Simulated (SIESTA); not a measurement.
Runs of SIESTA 5.4.2 on ZrC. It takes space group Fm-3m (No. 225, cubic). Conventional cell: a = 4.730 Å, b = 4.730 Å, c = 4.730 Å, α = 90.00°, β = 90.00°, γ = 90.00°. Around Zr (site symmetry m-3m) lie 6 C at 2.37 Å. C (site symmetry m-3m) is surrounded by 6 Zr at 2.37 Å. 

```csv
task,level,potentials or basis,k mesh,displacement,polarization grid,grid cutoff,energy shift,gap on the mesh (eV),pressure (GPa),V0 of scaled cells (Å³/atom),B0 (GPa)
band structure,PBE,"PseudoDojo 0.4 standard (PBE files), DZ (energy shift 0.002 Ry)",10 × 10 × 10,-,-,800 Ry,0.002 Ry,none,-0.7,-,-
band structure,LDA,"PseudoDojo 0.4 standard (LDA files), DZP (energy shift 0.002 Ry)",10 × 10 × 10,-,-,800 Ry,0.002 Ry,none,(c),-,-
single point,RPBE,"PseudoDojo 0.4 standard (PBE files), DZP (energy shift 0.003 Ry; two zetas on semicore shells)",10 × 10 × 10,-,-,800 Ry,0.003 Ry,none,(a),-,-
equation of state,LDA,"PseudoDojo 0.4 standard (LDA files), DZP (energy shift 0.003 Ry; two zetas on semicore shells)",10 × 10 × 10,-,-,800 Ry,0.003 Ry,-,-,12.63,247
single point,PW91,"PseudoDojo 0.4 standard (PBE files), DZP (energy shift 0.003 Ry; two zetas on semicore shells)",10 × 10 × 10,-,-,800 Ry,0.003 Ry,none,-0.9,-,-
single point,BLYP,"PseudoDojo 0.4 standard (PBE files), DZP (energy shift 0.003 Ry; two zetas on semicore shells)",10 × 10 × 10,-,-,800 Ry,0.003 Ry,none,6.7,-,-
equation of state,PBE,"PseudoDojo 0.4 standard (PBE files), DZP (energy shift 0.003 Ry; two zetas on semicore shells)",10 × 10 × 10,-,-,800 Ry,0.003 Ry,-,-,(b),222
```

Alike in all rows: no spin polarisation; cell as given; smearing fermi-dirac 0.05 eV.

Task: Estimate the missing entries.

Result: (a) 1.6; (b) 13.17; (c) -10.3.

Caveats: the basis of atomic orbitals isn't converged, which shifts pressures, moduli and gaps; the potentials were made for another functional, which shifts forces and pressure (some runs); semicore shells carry a single zeta, which can move pressures by several GPa and volumes by a few percent (some runs); the basis has no polarisation orbitals (some runs).

A k mesh can miss the band edges, and the runs leave out spin-orbit coupling on Zr.

A gap of «none» marks a metal or a gap under the smearing width.

Not every run made on this cell is shown here.
